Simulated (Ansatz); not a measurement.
# SnTe: the cost of one run

Method: DFT PBE, scalar-relativistic, plane waves, PAW, in Ansatz 0.2.0.

## (1) The structure to begin with

Symmetry: F-43m, No. 216, cubic system. Conventional cell: a = 7.222 Å, b = 7.222 Å, c = 7.222 Å, α = 90.00°, β = 90.00°, γ = 90.00°. Around Sn (site symmetry -43m) lie 4 Te at 3.13 Å. Around Te (site symmetry -43m) lie 4 Sn at 3.13 Å.

Coordinates:

```cif
data_structure
_symmetry_space_group_name_H-M 'F-43m'
_symmetry_Int_Tables_number 216
_cell_length_a 7.2223
_cell_length_b 7.2223
_cell_length_c 7.2223
_cell_angle_alpha 90.000
_cell_angle_beta 90.000
_cell_angle_gamma 90.000
_cell_volume 376.73
loop_
_atom_site_label
_atom_site_type_symbol
_atom_site_symmetry_multiplicity
_atom_site_Wyckoff_symbol
_atom_site_fract_x
_atom_site_fract_y
_atom_site_fract_z
_atom_site_occupancy
Sn1 Sn 4 a 0.00000 0.00000 0.00000 1
Te1 Te 4 c 0.25000 0.25000 0.25000 1
```

The structure comes from the Materials Project (structure only).

## (2) A distortion of lower symmetry

Against the listed cell: strain xx, yy, zz, yz, xz, xy = -2.6, -4.0, -2.4, +0.0, +0.1, +0.0 %; atoms moved by 0.06 Å root mean square, at most 0.06 Å.

input.yaml reads:

```yaml
crystal:
  lattice:
    - [0.0030333626, 3.4665918256, 3.5260674002]
    - [3.5184839936, 0.0, 3.5291007629]
    - [3.515450631, 3.4665918256, 0.0030333626]
  atoms:
    - { symbol: Sn, position: [-0.008307612, 0.008307612, -0.008307612] }
    - { symbol: Te, position: [0.758307612, 0.741692388, 0.758307612] }
basis:
  ecutwfc: 420
kpoints:
  mp_grid: { grid: [8, 8, 8] }
hamiltonian:
  xc: pbe
scf:
  occupations: { method: gaussian, width: 0.05 }
output:
  forces: true
  stress: true
  eigenvalues: true
  write_density: true
  write_potential: true
  elf: true
  volumetric_format: npy
```

Launch:

```sh
$ ansatz run input.yaml --threads 1 --pin off --max-ram 1331MiB --backend cpu --events-out ev --progress --plain --runs-dir out
```

What time and memory should one allow on 1 thread of an x86-64 CPU, shared host?

About 53 s, with a peak of 0.55 GiB.
